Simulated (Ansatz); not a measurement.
## Ru: pressure and energy above lowest point against volume per atom

Results calculated with Ansatz 0.2.0 development build, not measured. Equation of state of a cubic crystal from periodic Kohn-Sham density functional theory without spin; pressure corrected for the finite basis.

Cell of the first row (space group Fd-3m, No. 227):
```
cell vectors (Å)
   0.0000     2.6725     2.6725
   2.6725     0.0000     2.6725
   2.6725     2.6725     0.0000
atoms (fractions of the cell vectors)
Ru  0.00000  0.00000  0.00000
Ru  0.25000  0.25000  0.25000
```

Settings of every row: formula Ru; structure type diamond; functional PBE; spin treatment none; k mesh 34x34x34; occupation method fermi-dirac; occupation width 0.061225619 eV; wave cutoff 420 eV; datasets soft-1 PAW; density cutoff ratio 4.

Limits: a cubic model structure, not a phase known at ambient conditions; some atoms lie unusually close (a squeezed, shaken or made-up cell).

| row | volume per atom (Å³) | pressure (GPa) | energy above lowest point (meV/atom) |
| --- | --- | --- | --- |
| 1 | 19.089 | 11.553 | 40.96 |
| 2 | 19.495 | 7.211 | 17.28 |
| 3 | 19.901 | 3.339 | 4 |
| 4 | 20.307 | -0.112 | 0 |
| 5 | 20.713 | ? | ? |
| 6 | 21.119 | -5.928 | 15.88 |
| 7 | 21.526 | -8.367 | 34.06 |

Question: what pressure and energy above lowest point should row 5 give?

Worked fit of pressure. Take u = (V_r/V)^(2/3) − 1 with V_r = 20.104 Å³ an atom, which is twice the finite (Eulerian) strain; such expansions in the strain, on which the Birch-Murnaghan equation of state is built, carry the rest volume and the bulk modulus. The shown rows have u = 0.03514, 0.02072, 0.00679, -0.00668, -0.0323, -0.04454. Least squares give pressure = 1.5636 + 256.281 × u + 774.88 × u² + 609 × u³ GPa; a parabola predicts inner rows, each left out in turn, worse (root mean square 0.012 against 0.0033 GPa). The rows lie off it by 0.000, -0.001, -0.001, 0.002, -0.002, 0.001. The pressure vanishes at u = -0.0062, or V = 20.29 Å³ an atom, and there the bulk modulus at fixed shape and fractions is B = −V dP/dV = (2/3)(1 + u) dP/du = 163 GPa. The withheld row has u = -0.0197, so the fit gives 1.5636 + 256.281 × (-0.0197) + 774.88 × (-0.0197)² + 609 × (-0.0197)³ = -3.189 GPa.

The calculation gave -3.188 GPa. The fit lies 0.001 GPa (0.005 % of the column's range) below it, one unit of the last digit.

Worked fit of energy above lowest point. Take u = (V_r/V)^(2/3) − 1 with V_r = 20.104 Å³ an atom, which is twice the finite (Eulerian) strain; such expansions in the strain, on which the Birch-Murnaghan equation of state is built, carry the rest volume and the bulk modulus. The shown rows have u = 0.03514, 0.02072, 0.00679, -0.00668, -0.0323, -0.04454. Least squares give energy above lowest point = 0.912 + 293.35 × u + 23738.8 × u² + 9907 × u³ meV/atom; a parabola predicts inner rows, each left out in turn, worse (root mean square 0.19 against 0.02 meV/atom). The rows lie off it by 0.00, 0.01, 0.00, -0.01, 0.01, 0.00. Its lowest point lies at u = -0.0062, or V = 20.29 Å³ an atom, and the curvature there gives the bulk modulus at fixed shape and fractions, B = (4/9)(1 + u)² E″(u)/V = 163 GPa. The withheld row has u = -0.0197, so the fit gives 0.912 + 293.35 × (-0.0197) + 23738.8 × (-0.0197)² + 9907 × (-0.0197)³ = 4.27 meV/atom.

The calculation gave 4.26 meV/atom. The fit lies 0.01 meV/atom (0.024 % of the column's range) above it, one unit of the last digit.
